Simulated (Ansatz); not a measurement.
Crystal: Sn.

```
Sn
1.0
     0.00000    3.23334    3.23334
     3.23334    0.00000    3.23334
     3.23334    3.23334    0.00000
Sn
2
Direct
  0.75000 0.75000 0.75000
  0.50000 0.50000 0.50000
```

This isn't the form of Sn at room conditions, which is tetragonal (white tin).

| Item | Value |
| --- | --- |
| Program | Ansatz 0.2.0 |
| Task | relaxation of cell and atoms |
| Functional | revPBE |
| Potentials or basis | Ansatz PAW |
| Cutoff | 420 eV (not typed: the program's choice for these potentials) |
| k mesh | 7 × 7 × 7 |
| Occupations | fermi-dirac, width 0.05 eV |
| Spin | no spin polarisation |

At the start: volume 33.80 Å³/atom.

Question: How do energy, volume and symmetry change on relaxing?

Answer: It ends after 5 steps and the volume is 37.81 Å³/atom (+11.8 %); space group Fd-3m (No. 227, to 0.05 Å).

The path:
| step | energy change (eV) | largest force (eV/Å) | volume (Å³) |
| --- | --- | --- | --- |
| 1 | 0.0000 | 0.0000 | 67.61 |
| 2 | -0.0992 | 0.0000 | 77.98 |
| 3 | -0.1061 | 0.0000 | 76.13 |
| 4 | -0.1065 | 0.0000 | 75.61 |
| 5 | -0.1077 | 0.0000 | 75.61 |

Final structure:
```xyz
2
Lattice="0.0000 3.3563 3.3563 3.3563 0.0000 3.3563 3.3563 3.3563 0.0000" Properties=species:S:1:pos:R:3 pbc="T T T"
Sn    5.0344    5.0344    5.0344
Sn    3.3563    3.3563    3.3563
```

Caveat: the plane-wave basis is chosen anew once the cell has moved, so the energies of steps on either side of that aren't comparable; the volume moved by +12 % from the deposited cell, more than functionals usually miss; the PAW data sets come from PBE, with cores solved anew for the run's functional, which leaves a small shift of forces and pressure.
